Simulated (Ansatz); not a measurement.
# NaI: Fröhlich coupling of electrons to the polar mode

Plane-wave DFT in Ansatz with scalar-relativistic PAW potentials. The crystal relaxes under PBE to Fm-3m with a = 6.528 Å, 34.78 Å³/atom. No spin polarisation.

Linear response at Γ (PBE, cell Fm-3m with a = 6.528 Å, 420 eV, 6×6×6 k points) gives one polar TO mode at 103.3 cm⁻¹, ε∞ = 3.33 and ε0 = 8.32. Band curvatures at the conduction edge (PBE, cell Fm-3m with a = 6.528 Å, 420 eV, 6×6×6 k points; gap 3.58 eV) give a conductivity mass of 0.272 mₑ (harmonic mean over x, y, z).

Problem. Work out the LO energy, the Fröhlich constant, and the polaron's energy, mass and size.

Solution. Lyddane–Sachs–Teller: ω_LO = ω_TO √(ε0/ε∞) = 163.2 cm⁻¹, ħω_LO = 20.2 meV. α = √(m* Ry/ħω_LO) (1/ε∞ − 1/ε0) with Ry = 13.606 eV and m* in mₑ: √(0.272 × 13606/20.2) × 0.18 = 2.4. To first order the edge drops by αħω_LO = 49 meV and the mass grows by the factor 1 + α/6 to 0.382 mₑ; the length √(ħ/2m*ω_LO) is 26 Å. Coupling is intermediate; the first-order energy stays a fair guide, while the true mass grows faster than 1 + α/6. The model takes one parabolic, isotropic valley. Too small a gap makes ε∞ too large and, at a direct edge, m* too light, and both lower α.

Spin-orbit coupling is left out, which matters for the bands of heavy elements.